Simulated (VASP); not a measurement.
GaAs (strained zincblende): one PBE single-point calculation in two programs

```yaml
crystal:
  lattice:
    - [0.00000, 2.71976, 2.92786]
    - [2.71976, 0.00000, 2.92786]
    - [2.71976, 2.71976, 0.00000]
  atoms:
    - { symbol: Ga, position: [0.00000, 0.00000, 0.00000] }
    - { symbol: As, position: [0.25000, 0.25000, 0.25000] }
```

The two codes use different PAW datasets and cutoffs. VASP's cell holds 18 valence electrons and Ansatz's 28. Ansatz's stress includes a Pulay correction; VASP's doesn't.

Cutoffs: 520 eV in VASP, 420 eV in Ansatz. k meshes: 8×8×8 and 8×8×8.

|  | VASP | Ansatz |
| --- | --- | --- |
| gap between bands v and c | 0.63 eV | 0.63 eV |
| least direct gap | 0.63 eV | 0.63 eV |
| pressure | 6.9 GPa | 6.7 GPa |

Band v is the last that the valence electrons fill when counted band by band, and c is the next. Levels in eV from the top of v, Ansatz:

```tsv
point	v−1	v	c	c+1
Γ	0.00	0.00	0.63	3.56
X	-2.63	-2.63	1.57	1.96
K	-4.22	-2.71	1.58	4.28
L	-1.69	-1.03	0.86	4.36
W	-3.86	-3.68	4.72	4.84
```

VASP:

| point | v−1 | v | c | c+1 |
| --- | --- | --- | --- | --- |
| Γ | 0.00 | 0.00 | 0.63 | 3.54 |
| X | -2.63 | -2.63 | 1.57 | 1.95 |
| K | -4.22 | -2.71 | 1.57 | 4.28 |
| L | -1.69 | -1.03 | 0.85 | 4.35 |
| W | -3.86 | -3.69 | 4.71 | 4.83 |
